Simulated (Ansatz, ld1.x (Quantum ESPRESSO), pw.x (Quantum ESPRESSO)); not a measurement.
## What a changed setting does to a pw.x run (sc Zr)

Potential: PAW, ld1.x (Quantum ESPRESSO) 7.5, PBE; core [Ar] 3d10, reference 4s2 4p6 4d2 5s2 5p0; waves: 4s (bound): rcut 1.55, rcutus 1.85 bohr; 5s (bound): rcut 1.55, rcutus 1.85 bohr; 4p (bound): rcut 2.50, rcutus 2.75 bohr; 5p (bound, empty): rcut 2.50, rcutus 2.75 bohr; 4d (bound): rcut 1.60, rcutus 1.80 bohr; 4d channel at 0.4 Ry: rcut 1.60, rcutus 1.80 bohr; local part: all-electron potential smoothed inside 2.70 bohr (lloc = -1); core correction: none; augmentation: PSQ, inside the norm-conserving radii.

The reference run (k-mesh 11³, cutoffs 45/360 Ry, Fermi–Dirac 0.01 Ry, mixing_beta 0.4, conv_thr 1e-9, no spin) gives -0.28 GPa at 25.041 Å³/atom, where all-electron LAPW gives -0.56 GPa. This run, with its own iteration cap, changes startingwfc to atomic.

```
&control
  calculation='scf', prefix='x', pseudo_dir='./', outdir='./tmp', tstress=.true., disk_io='none'
/
&system
  ibrav=0, nat=1, ntyp=1, ecutwfc=45, ecutrho=360, nbnd=14,
  occupations='smearing', smearing='fd', degauss=0.01
/
&electrons
  conv_thr=1e-09, mixing_beta=0.4, electron_maxstep=70, startingwfc='atomic'
/
ATOMIC_SPECIES
Zr 1.0 Zr.UPF
CELL_PARAMETERS angstrom
  2.92561533 0.00000000 0.00000000
  0.00000000 2.92561533 0.00000000
  0.00000000 0.00000000 2.92561533
ATOMIC_POSITIONS crystal
Zr 0.0000 0.0000 0.0000
K_POINTS automatic
11 11 11 0 0 0
```

```bash
pw.x < Zr.scf.in > Zr.scf.out
```

**Question.** How does the run end?

**Answer.** It converges in 7 iterations; the free energy moves by +0.0 meV/atom and the pressure by +0.00 GPa. The result is that of the reference run.

```
Message from routine setup:
     using ibrav=0 with symmetry is DISCOURAGED, use correct ibrav instead
     lattice parameter (alat)  =       5.5286  a.u.
     unit-cell volume          =     168.9850 (a.u.)^3
     number of electrons       =        12.00
     number of Kohn-Sham states=           14
     kinetic-energy cutoff     =      45.0000  Ry
     charge density cutoff     =     360.0000  Ry
     scf convergence threshold =      1.0E-09
     Exchange-correlation= SLA  PW   PBX  PBC
     number of k points=    56  Fermi-Dirac smearing, width (Ry)=  0.0100
     iteration #  1     ecut=    45.00 Ry     beta= 0.40
     total energy              =    -307.15308138 Ry
     estimated scf accuracy    <       0.04165671 Ry
     iteration #  2     ecut=    45.00 Ry     beta= 0.40
     total energy              =    -307.15150099 Ry
     estimated scf accuracy    <       0.01092113 Ry
     iteration #  3     ecut=    45.00 Ry     beta= 0.40
     total energy              =    -307.15172990 Ry
     estimated scf accuracy    <       0.00022882 Ry
     iteration #  4     ecut=    45.00 Ry     beta= 0.40
     total energy              =    -307.15175639 Ry
     estimated scf accuracy    <       0.00000144 Ry
     iteration #  5     ecut=    45.00 Ry     beta= 0.40
     total energy              =    -307.15175723 Ry
     estimated scf accuracy    <       0.00000033 Ry
     iteration #  6     ecut=    45.00 Ry     beta= 0.40
     total energy              =    -307.15175730 Ry
     estimated scf accuracy    <       0.00000003 Ry
     iteration #  7     ecut=    45.00 Ry     beta= 0.40
     the Fermi energy is    12.4785 ev
!    total energy              =    -307.15175730 Ry
     estimated scf accuracy    <          4.0E-10 Ry
     smearing contrib. (-TS)   =      -0.00787754 Ry
     The total energy is F=E-TS. E is the sum of the following terms:
     one-electron contribution =     -20.79190074 Ry
     hartree contribution      =      16.70459143 Ry
     xc contribution           =     -11.84476672 Ry
     ewald contribution        =     -73.90116321 Ry
     one-center paw contrib.   =    -217.31064052 Ry
     convergence has been achieved in   7 iterations
          total   stress  (Ry/bohr**3)                   (kbar)     P=       -2.82
     Message from routine punch:
     Nothing written, as per user request (disk_io='none')
```

The run took about 10 s on one core of a shared host (Neoverse-V1, 32 threads, 247 GiB, load 18).
